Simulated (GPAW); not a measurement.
A run of GPAW 26.7.0 is set up as follows.

Contents of run.py:

```python
from ase.calculators.mixing import SumCalculator
from ase.filters import FrechetCellFilter
from ase.io import read, write
from ase.optimize import LBFGS
from dftd4.ase import DFTD4
from gpaw import GPAW, PW

atoms = read('HgTe.xyz')

calc = GPAW(mode=PW(600),
            xc='RPBE',
            kpts={'size': (7, 7, 7), 'gamma': True},
            occupations={'name': 'fermi-dirac', 'width': 0.05},
            nbands=18,
            convergence={'density': 1e-05, 'energy': 1e-05},
            maxiter=150,
            txt='gpaw.txt')
atoms.calc = SumCalculator([calc, DFTD4(method='rpbe')])
opt = LBFGS(FrechetCellFilter(atoms), trajectory='relax.traj', logfile='-')
done = opt.run(fmax=0.02, steps=100)
calc.write('gs.gpw')
write('result.traj', atoms)
print('Converged:', done)
print('Cell:', atoms.cell.cellpar().round(4))
print('Volume:', round(atoms.get_volume(), 4))
print(atoms.get_scaled_positions().round(5))
```

Contents of HgTe.xyz:

```xyz
2
Lattice="-3.0456030000 3.0456030000 1.5594100000 3.0456030000 -3.0456030000 1.5594100000 3.0456030000 3.0456030000 -1.5594100000" Properties=species:S:1:pos:R:3 pbc="T T T"
Hg     0.0000000000      3.0456030000      0.7797050000
Te     0.0000000000      0.0000000000      0.0000000000
```

Potentials or basis: the program's PAW data sets (release 1.2.1) made for this functional, pw.

The run is started by

```sh
$ OMP_NUM_THREADS=1 python run.py
```

Task: Predict the band gap on the k mesh.

Result: None (metal or under the smearing width).

Task: Predict the relaxed cell.

Result: a = 4.497 Å, b = 4.497 Å, c = 4.497 Å, α = 96.31°, β = 96.31°, γ = 141.29°.

Task: Estimate the relaxed volume.

Result: 26.84 Å³/atom.

Task: Predict the space group after relaxing (to 0.05 Å).

Result: I-4m2 (No. 119).

The path:
```
step  energy change (eV)  largest force (eV/Å)  pressure (GPa)  volume (Å³)
   1              0.0000                0.0000           -3.34        57.86
   2             -0.0178                0.0001           -2.88        57.11
   3             -0.0590                0.0000            1.13        52.71
   4             -0.0622                0.0000           -0.11        53.80
   5             -0.0624                0.0000            0.06        53.64
   6             -0.0625                0.0000            0.08        53.63
   7             -0.0626                0.0000            0.06        53.67
```

Caveat: later steps reuse the first step's grids; pairwise dispersion overbinds metals, which lowers pressure and volume; the program warned that so skewed a cell can give wrong results. Spin-orbit coupling is left out, which matters for the levels of Hg, Te.
